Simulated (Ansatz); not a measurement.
In in Ansatz: the effect of functional

In:

```
CELL_PARAMETERS angstrom
-1.64686 1.64686 2.50625
1.64686 -1.64686 2.50625
1.64686 1.64686 -2.50625
ATOMIC_POSITIONS crystal
In 0.00000 0.00000 0.00000
```

The cell isn't the ideal one: volume scaled by 1.04.

Alike in all runs:

| Property | Result |
| --- | --- |
| Program | Ansatz 0.2.0 |
| Task | single point |
| Potentials or basis | Ansatz PAW |
| k mesh | 11 × 11 × 11 |
| Occupations | fermi-dirac, width 0.05 eV |
| Spin | no spin polarisation |

```tsv
functional	cutoff	pressure (GPa)
LDA	420 eV (not typed: the program's choice for these potentials)	-3.8
r2SCAN	500 eV (not typed: the program's choice for these potentials)	?
PBE	420 eV (not typed: the program's choice for these potentials)	0.4
```

Question: What does the run with functional r2SCAN give?

Answer: Pressure -1.3 GPa.

Caveats: the PAW data sets come from PBE, with cores solved anew for the run's functional, which leaves a small shift of forces and pressure (some runs).
